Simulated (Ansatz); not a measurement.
**Forms of TaSi2: one energy to predict**

All numbers below come from Ansatz 0.2.0, DFT PBE, scalar-relativistic, plane waves, PAW. All cells share a 420 eV cutoff and Γ-centred k meshes spaced at most about 0.3 Å⁻¹ (about 0.25 or finer for metals, 2π included). No spin polarisation.

Temperature and zero-point effects are left out. Rows are sorted by volume; energies count from the lowest form computed. Coordination counts Si atoms around Ta (those within 1.25 times the shortest such distance or 1.15 times the sum of covalent radii; a plus sign parts nearer from farther groups). The table shows 6 of 9 forms computed.

| row | form | source | atoms | coordination | V (Å³/atom) | gap on mesh (eV) | ΔE (meV/atom) |
| --- | --- | --- | --- | --- | --- | --- | --- |
| 1 | cubic Laves (C15) type, Fd-3m | invented | 6 | Ta 12 | 14.0 | 0 | 599 |
| 2 | P6_422 | COD | 9 | Ta 10 | 14.7 | 0 | 0 |
| 3 | Fddd | invented | 6 | Ta 8+2 | 14.8 | 0 | 32 |
| 4 | P6/mmm | invented | 3 | Ta 12 | 14.9 | 0 | 499 |
| 5 | I4_1/amd | invented | 6 | Ta 8 | 16.3 | 0 | ? |
| 6 | R-3m | invented | 3 | Ta 8 | 17.6 | 0 | 841 |

The cell of row 5:

```
CELL_PARAMETERS angstrom
-1.66162 1.66162 8.87240
1.66162 -1.66162 8.87240
1.66162 1.66162 -8.87240
ATOMIC_POSITIONS crystal
Ta 0.00000 0.00000 0.00000
Ta 0.75000 0.25000 0.50000
Si 0.42673 0.42673 0.00000
Si 0.17674 0.67673 0.50000
Si 0.32327 0.82327 0.50000
Si 0.57327 0.57327 0.00000
```

**Question.** How far above the lowest form does the open row lie?

**Answer.** 0.68 eV/atom, which puts it above row 1 and below row 6. Counting Si atoms around Ta, row 5 has Ta 8 and the lowest form (row 2) has Ta 10. Row 5 holds Si–Si bonds in all directions (shortest 2.48 Å); in the lowest form (row 2) the shortest Si–Si distance is 2.57 Å, near bonding range too.

The lowest form is a structure that the Crystallography Open Database (COD) lists.

These runs have no spin–orbit coupling, which can matter for Ta. Cells relaxed within their symmetry can be saddle points. Some candidate types were left out of the draw beforehand, so a known form may be missing.
